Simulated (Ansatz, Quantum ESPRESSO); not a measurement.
This is a calculation of MgS (Niningerite) for Quantum ESPRESSO 7.5 (ASE script). 

run.py

```python
import numpy as np
from ase.calculators.espresso import Espresso, EspressoProfile
from ase.io import read

atoms = read('MgS.xyz')

input_data = {
    'control': {'calculation': 'scf', 'prefix': 'pwscf', 'outdir': './tmp', 'tprnfor': True, 'tstress': True, 'disk_io': 'low'},
    'system': {'ecutwfc': 45.0, 'ecutrho': 360.0, 'nbnd': 14, 'occupations': 'smearing', 'smearing': 'fd', 'degauss': 0.00367493},
    'electrons': {'conv_thr': 4e-10, 'electron_maxstep': 120, 'mixing_beta': 0.5},
}
pseudopotentials = {'S': 's_pbesol_v1.4.uspp.F.UPF', 'Mg': 'mg_pbesol_v1.4.uspp.F.UPF'}
profile = EspressoProfile(command='mpirun -n 2 pw.x -nk 2', pseudo_dir='pseudo')
dft = Espresso(profile=profile, input_data=input_data, pseudopotentials=pseudopotentials, kpts=(9, 9, 9), koffset=(0, 0, 0))
from ase.calculators.mixing import SumCalculator
from dftd4.ase import DFTD4
d4 = DFTD4(method='pbesol')
atoms.calc = SumCalculator([dft, d4])

from ase.optimize import FIRE
from ase.filters import FrechetCellFilter
done = FIRE(FrechetCellFilter(atoms), trajectory='opt.traj').run(fmax=0.02, steps=30)
print('converged', done)
print('cell (A)', np.round(atoms.cell.cellpar(), 5))
print(f'energy {atoms.get_potential_energy():.8f} eV')
print('forces (eV/A)')
print(np.round(atoms.get_forces(), 6))
print('stress (eV/A^3, Voigt)')
print(np.round(atoms.get_stress(), 8))
print(f'Fermi level {dft.get_fermi_level():.4f} eV')
print(f'D4 part {d4.get_potential_energy(atoms):.8f} eV')
atoms.write('final.traj')
```

Contents of MgS.xyz:

```xyz
2
Lattice="0.0000000000 2.6016500000 2.6016500000 2.6016500000 0.0000000000 2.6016500000 2.6016500000 2.6016500000 0.0000000000" Properties=species:S:1:pos:R:3 pbc="T T T"
S      2.6016500000      2.6016500000      2.6016500000
Mg     0.0000000000      0.0000000000      0.0000000000
```

Potentials or basis: GBRV 1.5 PBEsol.

The run is started by

```sh
$ OMP_NUM_THREADS=1 python run.py
```

Task: What does the same run look like in Ansatz 0.2.0? Potentials or basis there: Ansatz PAW, cutoff 420 eV.

Result: As run (cutoffs and basis follow the program's own potentials, and thresholds, step limits or extra output files can differ):

The input input.yaml:

```yaml
crystal:
  lattice:
    - [0.0, 2.60165, 2.60165]
    - [2.60165, 0.0, 2.60165]
    - [2.60165, 2.60165, 0.0]
  atoms:
    - { symbol: S, position: [0.5, 0.5, 0.5] }
    - { symbol: Mg, position: [0.0, 0.0, 0.0] }
hamiltonian:
  xc: pbesol
  pseudopotentials: { kind: paw }
  dispersion: d4
kpoints:
  mp_grid: { grid: [9, 9, 9] }
scf:
  occupations: { method: fermi_dirac, width: 0.05 }
output:
  forces: true
  stress: true
  eigenvalues: true
relax:
  f_tol: 0.01
  max_steps: 40
  cell: { stress_tol: 0.05 }
```

Potentials or basis: Ansatz PAW.

Launch:

```sh
$ ansatz run input.yaml --threads 2 --pin off --max-ram 5632MiB --backend cpu --events-out ev --progress --plain --runs-dir out
```

Both were run:

|  | Quantum ESPRESSO | Ansatz |
| --- | --- | --- |
| Relaxed volume | 17.02 Å³/atom | 17.07 Å³/atom |
| Relaxed cell | a = 3.638 Å, b = 3.638 Å, c = 3.638 Å, α = 60.00°, β = 60.00°, γ = 60.00° | a = 3.641 Å, b = 3.641 Å, c = 3.641 Å, α = 60.00°, β = 60.00°, γ = 60.00° |
| Space group after relaxing | Fm-3m (No. 225) | Fm-3m (No. 225) |
| Pressure after relaxing | 0.1 GPa | 0.0 GPa |

Ansatz's pressure holds a Pulay term of +0.01 GPa for its cutoff of 420 eV, which the other run lacks.

Ansatz's potentials were made for PBE.

Where Ansatz's input types no cutoff or centring, it takes its own default and a Γ-centred mesh.

Pressure is positive in compression.
